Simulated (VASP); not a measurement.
# A VASP 6.6.1 relaxation on Si

INCAR

```
NELM = 60
IBRION = 2
ISMEAR = -1
EDIFF = 1E-7
EDIFFG = -5E-3
LWAVE = .FALSE.
NBANDS = 11
LCHARG = .FALSE.
NSW = 40
METAGGA = RSCAN
ISIF = 3
SIGMA = 0.02
PREC = Accurate
LASPH = .TRUE.
ENCUT = 600
LREAL = .FALSE.
```

KPOINTS

```
KPOINTS created by Atomic Simulation Environment
0
Gamma
8 8 8
0 0 0
```

POSCAR

```
Si
 1.0000000000000000
     0.0000000000000000    2.5634351951999998    2.5634351951999998
     2.5634351951999998    0.0000000000000000    2.5634351951999998
     2.5634351951999998    2.5634351951999998    0.0000000000000000
 Si
   2
Cartesian
  0.0000000000000000  0.0000000000000000  0.0000000000000000
  1.2817175975999999  1.2817175975999999  1.2817175975999999
```

The recommended PBE PAW datasets give the neutral cell 8 valence electrons.

Command

```
mpirun -np 1 vasp_std
```

Problem. Predict the outcome of this run.

Solution. It converged. Results: relaxed cell vector lengths 3.843, 3.843, 3.843 Å; relaxed cell volume 40.13 Å³.

OSZICAR

```
N       E                     dE             d eps       ncg     rms          rms(c)
DAV:   1    -0.245125482205E+01   -0.24513E+01   -0.36401E+03   638   0.657E+02
DAV:   2    -0.215696823048E+02   -0.19118E+02   -0.18252E+02   834   0.963E+01
DAV:   3    -0.221294824844E+02   -0.55980E+00   -0.55775E+00   809   0.135E+01
DAV:   4    -0.221330897666E+02   -0.36073E-02   -0.36068E-02   747   0.133E+00
DAV:   5    -0.221331176581E+02   -0.27891E-04   -0.27891E-04   813   0.115E-01    0.726E+00
DAV:   6    -0.209697014304E+02    0.11634E+01   -0.18360E-01   737   0.251E+00    0.487E+00
DAV:   7    -0.209469981361E+02    0.22703E-01   -0.18905E-01   677   0.219E+00    0.293E-01
DAV:   8    -0.209468519054E+02    0.14623E-03   -0.42597E-03   764   0.406E-01    0.231E-01
DAV:   9    -0.209470445207E+02   -0.19262E-03   -0.15511E-04   724   0.109E-01    0.361E-02
DAV:  10    -0.209470483672E+02   -0.38465E-05   -0.87098E-06   745   0.205E-02    0.190E-02
...
DAV:   4    -0.213709002368E+02    0.83998E-07   -0.16658E-08   337   0.927E-04
  16 F= -.21370900E+02 E0= -.21370900E+02  d E =-.539758E-04
       N       E                     dE             d eps       ncg     rms          rms(c)
DAV:   1    -0.213709281977E+02   -0.27877E-04   -0.23229E-04   698   0.680E-02    0.154E-02
DAV:   2    -0.213709263626E+02    0.18350E-05   -0.81476E-06   706   0.159E-02    0.107E-02
DAV:   3    -0.213709240672E+02    0.22954E-05   -0.29359E-06   674   0.781E-03    0.320E-03
DAV:   4    -0.213709239049E+02    0.16231E-06   -0.66982E-08   463   0.185E-03    0.261E-03
DAV:   5    -0.213709234917E+02    0.41321E-06   -0.17639E-08   337   0.947E-04    0.127E-04
DAV:   6    -0.213709234782E+02    0.13499E-07   -0.23915E-09   328   0.375E-04
  17 F= -.21370923E+02 E0= -.21370923E+02  d E =-.772171E-04
```

Standard output (part)

```
POSCAR found type information on POSCAR Si
 POSCAR found :  1 types and       2 ions
 LDA part: xc-table for (None), standard interpolation
 POSCAR, INCAR and KPOINTS ok, starting setup
 WAVECAR not read
 entering main loop
 curvature:   0.00 expect dE= 0.000E+00 dE for cont linesearch  0.000E+00
 search vector abs. value=  0.191E+01
 bond charge predicted
 trial-energy change:   -0.096424  1 .order   -0.309298   -1.909503    1.290908
 bond charge predicted
 curvature:  -0.28 expect dE=-0.196E-03 dE for cont linesearch -0.196E-03
 ZBRENT: interpolating
 opt :   0.4869  next Energy=   -21.370889 (dE=-0.424E+00)
 bond charge predicted
 curvature:  -0.24 expect dE=-0.342E-05 dE for cont linesearch -0.342E-05
 ZBRENT: interpolating
 opt :   0.4772  next Energy=   -21.370924 (dE=-0.424E+00)
 bond charge predicted
 curvature:  -0.30 expect dE=-0.106E-03 dE for cont linesearch -0.106E-03
 ZBRENT: accuracy reached
 trial: gam=-0.01337 g(F)=  0.477E-47 g(S)=  0.351E-03 ort = 0.259E-01 (trialstep = 0.895E+00)
 search vector abs. value=  0.646E-07
 bond charge predicted
 ZBRENT: can't locate minimum, use default step
 bond charge predicted
 curvature:  -0.04 expect dE=-0.106E-04 dE for cont linesearch -0.106E-04
 trial: gam=-0.07836 g(F)=  0.129E-47 g(S)=  0.293E-03 ort = 0.435E-05 (trialstep = 0.316E-03)
 search vector abs. value=  0.293E-03
 bond charge predicted
 ZBRENT: can't locate minimum, use default step
 bond charge predicted
...
```

| ionic step | ΔE (meV/atom) | volume (Å³) | largest force (eV/Å) | pressure (GPa) | electronic steps |
| --- | --- | --- | --- | --- | --- |
| 1 | 0.0 | 33.69 | 0.000 | 24.43 | 13 |
| 2 | -48.2 | 47.83 | 0.000 | -11.63 | 9 |
| 3 | -211.8 | 40.30 | 0.000 | -0.39 | 9 |
| 4 | -211.9 | 40.16 | 0.000 | -0.06 | 6 |
| 5 | -211.9 | 40.03 | 0.000 | 0.28 | 6 |
| 6 | -211.9 | 40.03 | 0.000 | 0.27 | 2 |
| 7 | -211.9 | 40.04 | 0.000 | 0.25 | 4 |
| 11 | -211.9 | 40.04 | 0.000 | 0.25 | 2 |
| 12 | -211.9 | 40.04 | 0.000 | 0.25 | 2 |
| 13 | -211.9 | 40.04 | 0.000 | 0.24 | 2 |
| 14 | -211.9 | 40.05 | 0.000 | 0.23 | 2 |
| 15 | -211.9 | 40.06 | 0.000 | 0.20 | 4 |
| 16 | -211.9 | 40.08 | 0.000 | 0.15 | 4 |
| 17 | -211.9 | 40.13 | 0.000 | 0.04 | 6 |

 The volume moved far on the plane waves of the start cell, so a restart from CONTCAR is due.

For comparison, a separate PBE relaxation on usual settings, not on those above, ends at 40.88 Å³.
